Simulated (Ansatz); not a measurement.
Crystal: KF (Carobbiite).

```
CELL_PARAMETERS angstrom
0.00000 2.67185 2.67185
2.67185 0.00000 2.67185
2.67185 2.67185 0.00000
ATOMIC_POSITIONS crystal
K 0.00000 0.00000 0.00000
F 0.50000 0.50000 0.50000
```

Base run:

| Property | Result |
| --- | --- |
| Program | Ansatz 0.2.0 |
| Functional | LDA |
| Potentials or basis | all-electron LAPW, scalar-relativistic |
| Cutoff | 202 eV |
| Density cutoff | 809 eV |
| Basis error allowed | 0.001 eV/atom |
| k mesh | 9 × 9 × 9 |
| Occupations | gaussian, width 0.1 eV |
| Spin | no spin polarisation |

Its results: band gap on the k mesh 5.80 eV, direct; pressure -3.5 GPa.

**Question.** After a change of settings the same cell gave: band gap on the k mesh 6.51 eV, direct; pressure 4.1 GPa. Which change was it?
A. functional from LDA to RPBE; occupations from gaussian, width 0.1 eV to gaussian, width 0.02 eV
B. occupations from gaussian, width 0.1 eV to gaussian, width 0.01 eV; dispersion from none to D4
C. functional from LDA to PBEsol; occupations from gaussian, width 0.1 eV to fermi-dirac, width 0.05 eV
D. functional from LDA to PBE; occupations from gaussian, width 0.1 eV to fermi-dirac, width 0.05 eV

**Answer.** A.

Caveats: an odd mesh through Γ misses points on the zone boundary, where band edges often lie.

Not every run made on this cell is shown here.
